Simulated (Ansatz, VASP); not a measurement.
# WSe2 (2H-WSe2, 2 layers, AA' stacking): VASP beside Ansatz, part 3 of 3

Aim: how closely do two programs agree when they are given the same cell, functional and k mesh? Of the first pair: The structure shown is the start of the Ansatz relaxation below; VASP solves that cell, so the two are compared at the walk's first step.

VASP 6.6.1 and Ansatz 0.2.0.

So far. Step 4 (Side by side): The forces differ by 32 meV/Å r.m.s., which is 2.6 % of the r.m.s. force of 1.247 eV/Å (both taken over all components). With vacuum in the cell, a pressure given here is an average over mostly empty space and none of the material.

### Step 9. Ansatz: relaxation, PBE with D3(BJ)

Level of this step: Ansatz beside VASP: Kohn-Sham DFT, plane waves, PBE with D3(BJ) (Ansatz).

The two programs are compared at the cell with which this relaxation starts, whose forces are those of its first step. This pair takes another cell of the material, with 9 atoms against 6 for the pair before.

The structure compared here is the start of the Ansatz relaxation; VASP solves that cell, so the two are compared at the walk's first step.

Contents of input.yaml:

```yaml
crystal:
  lattice:
    - [3.32, 0.0, 0.0]
    - [-1.66, 2.8752043406, 0.0]
    - [0.0, 0.0, 34.8210438017]
  atoms:
    - { symbol: Se, position: [0.3333333333, 0.6666666667, 0.2441052614] }
    - { symbol: W, position: [0.0, 0.0, 0.297813415] }
    - { symbol: Se, position: [0.3333333333, 0.6666666667, 0.3515215685] }
    - { symbol: Se, position: [0.0, 0.0, 0.4462918465] }
    - { symbol: W, position: [0.3333333333, 0.6666666667, 0.5] }
    - { symbol: Se, position: [0.0, 0.0, 0.5537081535] }
    - { symbol: Se, position: [0.3333333333, 0.6666666667, 0.6484784315] }
    - { symbol: W, position: [0.0, 0.0, 0.702186585] }
    - { symbol: Se, position: [0.3333333333, 0.6666666667, 0.7558947386] }
kpoints:
  mp_grid: { grid: [12, 12, 1] }
hamiltonian:
  xc: pbe
  dispersion: d3bj
scf:
  occupations: { method: fermi_dirac, width: 0.05 }
  convergence: { dr2_threshold: 1.0e-08 }
efield:
  axis: 3
  dipole_correction: true
  ramp_position: 0.97
  ramp_width: 0.04
relax:
  f_tol: 0.01
  cell: { fix: [c, alpha, beta] }
output:
  write_potential: true
  write_density: true
  volumetric_format: npy
```

Run with:

```console
> ansatz run input.yaml --threads 8 --pin off --max-ram 16384MiB --backend cpu --events-out ev --progress --plain --runs-dir out
```

Numbers of over 12 decimals in the logs are rounded to 6 here.

Log:

```text
[...]
Crystal: 9 atoms, lattice volume = 332.390 Å³
Basis set: ecut = 420 eV, 6597 PW (Γ), exchange–correlation on 48×48×480 points (8 copies of the dense FFT grid, shifted against one another)
[...]
- { symbol: Se, position: [2.0751227474153557e-18, -2.1701890401338503e-17, 0.451638] }
    - { symbol: W, position: [0.333333, 0.666667, 0.499997] }
[...]
- { symbol: Se, position: [0.333333, 0.666667, 0.635480] }
    - { symbol: W, position: [-7.110181455276184e-18, -2.170189040133851e-17, 0.683868] }
    - { symbol: Se, position: [0.333333, 0.666667, 0.732274] }
[key lines of the parts left out:]
SCF converged after 4 iterations
Free energy (F): -63977.657235 eV
Fermi energy:    5.636955 eV
Dipole field:    D = -0.000002 V/Å  (p = -0.000004 e·Å, saw-weighted, corrected)
Work function:   Φ+ = 4.3184 eV   Φ− = 4.3183 eV
P = ⅓ Tr σ = -0.0113 GPa (-0.113 kbar)
```

### Step 10. VASP: single point, PBE with D3(BJ), start cell, pair 3

The same cell, functional, mesh and smearing now go to VASP, with its own data sets.

Contents of INCAR:

```
SYSTEM = WSe2
PREC = Accurate
ENCUT = 520
EDIFF = 1E-06
NELM = 120
ISMEAR = -1
SIGMA = 0.05
LREAL = .FALSE.
ALGO = Normal
GGA = PE
IVDW = 12
NBANDS = 36
LASPH = .TRUE.
LORBIT = 11
LWAVE = .FALSE.
LCHARG = .FALSE.
ISIF = 2
LDIPOL = .TRUE.
IDIPOL = 3
DIPOL = 0.5 0.5 0.5
LVHAR = .TRUE.
GGA_COMPAT = .FALSE.
EFERMI = MIDGAP
NELMDL = -8
KPAR = 2
```

Contents of POSCAR:

```
WSe2
1.0
    3.3200000000      0.0000000000      0.0000000000
   -1.6600000000      2.8752040000      0.0000000000
    0.0000000000      0.0000000000     34.8210440000
Se W
6 3
Direct
    0.3333333913      0.6666667826      0.2441052600
    0.3333333913      0.6666667826      0.3515215684
    0.0000000000      0.0000000000      0.4462918458
    0.0000000000      0.0000000000      0.5537081542
    0.3333333913      0.6666667826      0.6484784316
    0.3333333913      0.6666667826      0.7558947400
    0.0000000000      0.0000000000      0.2978134142
    0.3333333913      0.6666667826      0.5000000000
    0.0000000000      0.0000000000      0.7021865858
```

Contents of KPOINTS:

```
Automatic mesh
0
Gamma
12 12 1
0 0 0
```

PAW data sets: Se and W (PBE family, release 64).

Run with:

```console
> mpirun -np 2 vasp_std
```

Log:

```text
[banner, memory and clock lines left out]
running    2 mpi-ranks, on    1 nodes
[...]
LDA part: xc-table for (Slater+PW92), standard interpolation
 POSCAR, INCAR and KPOINTS ok, starting setup
[...]
entering main loop
       N       E                     dE             d eps       ncg     rms          rms(c)
DAV:   1     0.339157855397E+03    0.33916E+03   -0.20753E+04  1368   0.121E+03
DAV:   2    -0.275444327396E+02   -0.36670E+03   -0.35375E+03  1920   0.236E+02
DAV:   3    -0.658803498952E+02   -0.38336E+02   -0.37749E+02  1664   0.796E+01
DAV:   4    -0.673436472854E+02   -0.14633E+01   -0.14513E+01  1976   0.159E+01
[...]
DAV:  28    -0.633639100815E+02   -0.26812E-05   -0.69798E-08   900   0.596E-04    0.348E-04
DAV:  29    -0.633639121459E+02   -0.20644E-05   -0.89822E-08   948   0.647E-04    0.334E-04
DAV:  30    -0.633639124107E+02   -0.26480E-06   -0.18582E-08   784   0.398E-04
   1 F= -.66818598E+02 E0= -.66818585E+02  d E =-.264848E-04
```

OUTCAR, selected parts (step 10):

```text
 Edisp (eV)   -3.45469

  Total     -12.82061   -12.82061   -31.26868     0.00000     0.00000     0.00000
  in kB     -61.79749   -61.79747  -150.72026     0.00000     0.00000     0.00000
  external pressure =      -91.44 kB  Pullay stress =        0.00 kB

 POSITION                                       TOTAL-FORCE (eV/Angst)
 -----------------------------------------------------------------------------------
      0.00000      1.91680      8.50000         0.000000      0.000000      2.697081
      0.00000      1.91680     12.24035        -0.000000      0.000000     -2.590717
      0.00000      0.00000     15.54035        -0.000000     -0.000000      2.602627
      0.00000      0.00000     19.28070        -0.000000     -0.000000     -2.602627
      0.00000      1.91680     22.58070        -0.000000      0.000000      2.590717
      0.00000      1.91680     26.32104         0.000000      0.000000     -2.697081
      0.00000      0.00000     10.37017        -0.000000     -0.000000      0.015498
      0.00000      1.91680     17.41052        -0.000000     -0.000000     -0.000000
      0.00000      0.00000     24.45087        -0.000000     -0.000000     -0.015498
 -----------------------------------------------------------------------------------
    total drift:                                0.000000     -0.000497     -0.000000

  FREE ENERGIE OF THE ION-ELECTRON SYSTEM (eV)
  ---------------------------------------------------
  free  energy   TOTEN  =       -66.8185979055 eV

  energy  without entropy=      -66.8185714207  energy(sigma->0) =      -66.81858466

[... 3 further parts left out ...]
[key lines of the parts left out:]
E-fermi :   0.9778
```

### Step 11. Comparison

What differs besides the data sets and the points named for the pairs above, as far as they apply: the data sets hold 138 valence electrons in Ansatz (on its default PAW (the set named soft_2) files) and 54 in VASP. Total energies have different zeros and are not compared.

Forces (eV/Å; atoms numbered as in POSCAR):

| atom | Ansatz x, y, z | VASP x, y, z |
| --- | --- | --- |
| Se1 | 0.000, 0.000, 2.628 | 0.000, 0.000, 2.697 |
| Se2 | 0.000, 0.000, -2.524 | 0.000, 0.000, -2.591 |
| Se3 | 0.000, 0.000, 2.535 | 0.000, 0.000, 2.603 |
| Se4 | 0.000, 0.000, -2.535 | 0.000, 0.000, -2.603 |
| Se5 | 0.000, 0.000, 2.524 | 0.000, 0.000, 2.591 |
| Se6 | 0.000, 0.000, -2.628 | 0.000, 0.000, -2.697 |
| W7 | 0.000, 0.000, 0.016 | 0.000, 0.000, 0.015 |
| W8 | 0.000, 0.000, 0.000 | 0.000, 0.000, 0.000 |
| W9 | 0.000, 0.000, -0.016 | 0.000, 0.000, -0.015 |

The forces differ by 32 meV/Å r.m.s., which is 2.6 % of the r.m.s. force of 1.240 eV/Å (both taken over all components). With vacuum in the cell, a pressure given here is an average over mostly empty space and none of the material.

### Step 12. Outcome

* r.m.s. force difference (single point, PBE with D3(BJ), start cell, pair 1): 2.6 % of the r.m.s. force
* r.m.s. force difference (single point, PBE with D3(BJ), relaxed cell, pair 2): 21 meV/Å
* r.m.s. force difference (single point, PBE with D3(BJ), start cell, pair 3): 2.6 % of the r.m.s. force

What this shows: The r.m.s. force difference is 21 meV/Å (single point, PBE with D3(BJ), relaxed cell, pair 2), beyond the 12 meV/Å picked in this series as the mark of a large difference. The data sets hold unlike numbers of valence electrons (92 in Ansatz and 36 in VASP and 138 in Ansatz and 54 in VASP), so part of the differences comes from the potentials. Single point, PBE with D3(BJ), relaxed cell, pair 2, VASP with the data sets Se_sv_GW and W and a cutoff of 620 eV: r.m.s. force difference goes from 21 to 37 meV/Å; the difference in pressure goes from 0.20 to 0.87 GPa; the difference in gap on the k mesh goes from 0.0013 to -0.0035 eV. 1 further run of this series is not shown here. How closely two codes agree says nothing of how well the functional describes the real material.

[Lines on the potential files, build, host, timing and source positions are cut from VASP's logs without a mark.]

[Logs are printed without paths, hosts, clocks, repeated set-up lines and the standing remarks that a program may print on its own settings, such as how far it seeks lower states.]

[Hosts, paths, dates, database ids (printed as entryN), source tags and the programs' standing remarks are cut or masked in the printed files.]
